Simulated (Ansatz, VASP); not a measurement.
## Two plane-wave programs on As

Contents of INCAR:

```
  PREC = Accurate
  ENCUT = 520
  EDIFF = 1E-7
  ISMEAR = -1
  SIGMA = 0.1
  LREAL = False
  LASPH = True
  NELM = 100
  ALGO = Normal
  ISIF = 2
  LWAVE = False
  LCHARG = False
  GGA = B5
  ALDAX = 1.0
  AGGAX = 1.0
  AGGAC = 1.0
  ALDAC = 0.0
  NBANDS = 8
```

KPOINTS

```
regular mesh
0
Gamma
  14 14 14
```

POSCAR

```
As
1.0
    0.0000000000      2.1131132724      2.1131132724
    2.1131132724      0.0000000000      2.1131132724
    2.1131132724      2.1131132724      0.0000000000
As
1
Direct
    0.0000000000      0.0000000000      0.0000000000
```

Input for Ansatz:

```yaml
crystal:
  lattice:
    - [0.0, 2.1131132724, 2.1131132724]
    - [2.1131132724, 0.0, 2.1131132724]
    - [2.1131132724, 2.1131132724, 0.0]
  atoms:
    - { symbol: As, position: [0.0, 0.0, 0.0] }
hamiltonian:
  xc: blyp
  pseudopotentials:
    kind: paw
    azcp:
      As: "pseudopotentials/As.paw.azcp"
basis:
  ecutwfc: 420
  fft_grid_basis: typed
kpoints:
  mp_grid: { grid: [14, 14, 14], shift: [0, 0, 0] }
magnetization:
  spin_polarized: false
scf:
  occupations: { method: fermi_dirac, width: 0.1 }
  lower_state_search: "off"
output:
  stress: true
```

Alike in both runs: task single point; functional BLYP; k mesh 14 × 14 × 14; occupations fermi-dirac, width 0.1 eV; no spin polarisation.

|  | VASP | Ansatz |
| --- | --- | --- |
| version | VASP 6.6.1 | Ansatz 0.2.0 |
| potentials or method | VASP PAW PBE potentials, release 64 (As) | plane waves (420 eV) with PAW, scalar-relativistic |
| plane-wave cutoff (eV) | 520 | 420 |
| valence electrons in the cell | 5 | 15 |

Ansatz gave:

- pressure (GPa): 9.9

What did VASP give for the same quantities?

Pressure (GPa): 10.3.

With one functional, cell and mesh, what is left measures potentials, basis and numerics. The two sets of potentials don't hold the same shells in valence.

Caveats: the PAW data sets were made with another functional, which shifts forces and pressure a little (VASP).
